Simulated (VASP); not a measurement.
Set up this calculation in VASP 6.6.1, as the native input.

```
Task                   : relaxation of shape and atoms at fixed volume
Functional             : PBE
Potentials or basis    : VASP PAW PBE potentials, release 64 (Mo_sv, P)
Cutoff                 : 520 eV
k mesh                 : 3 × 3 × 4
Occupations            : gaussian, width 0.1 eV
Spin                   : no spin polarisation
Further INCAR settings : ALGO = Normal; EDIFF = 1e-07; IBRION = 2; EDIFFG = -0.002; NSW = 80; ISIF = 4
```

The structure of MoP lies in POSCAR:

```
MoP                                     
1.0
    3.2832788140      0.0000000000      0.0000000000
   -1.6416394070      2.8434028644      0.0000000000
    0.0000000000      0.0000000000      3.2617517075
  Mo              P             
     1     1
Direct
     0.0000000000000000    0.0000000000000000    0.0000000000000000
     0.3333333300000021    0.6666666699999979    0.5000000000000000
```

The cell isn't the ideal one: a relaxed cell with its volume scaled by 1.03.

The input as run:

INCAR

```
SYSTEM = MoP
PREC     = Accurate       ! precision mode
ENCUT    = 520            ! plane-wave cutoff, eV
EDIFF    = 1E-7           ! SCF threshold, eV
ISMEAR   = 0              ! smearing method
SIGMA    = 0.1            ! smearing width, eV
LREAL    = .False.        ! projectors in reciprocal space
LASPH    = .True.         ! aspherical terms in the spheres
NELM     = 60             ! most SCF steps
ALGO     = Normal         ! electronic algorithm
ISIF     = 4              ! what is computed and relaxed
LWAVE    = .False.        ! write WAVECAR
LCHARG   = .False.        ! write CHGCAR
GGA      = PE             ! functional
IBRION   = 2              ! ionic algorithm
NSW      = 80             ! ionic steps
EDIFFG   = -0.002         ! ionic threshold
```

KPOINTS

```
Automatic mesh
0
Gamma
  3 3 4
  0 0 0
```

Potentials or basis: VASP PAW PBE potentials, release 64 (Mo_sv, P).

Launch:

```sh
$ cat potpaw_PBE.64/Mo_sv/POTCAR potpaw_PBE.64/P/POTCAR > POTCAR
$ mpirun -np 1 vasp_std > vasp.out
```

Results of the run:

```
Energy gained by relaxing : 0.2 meV/atom
Ionic steps               : 3
Pressure after relaxing   : -5.9 GPa
Band gap on the k mesh    : none (metal or under the smearing width)
```

Caveat: the k mesh is coarse (spacing up to 0.74 Å⁻¹), so the values aren't converged.

Run time: 4.4 s on 1 thread of Intel(R) Xeon(R) 6975P-C (Granite Rapids), on a shared host, peak memory 0.13 GiB.
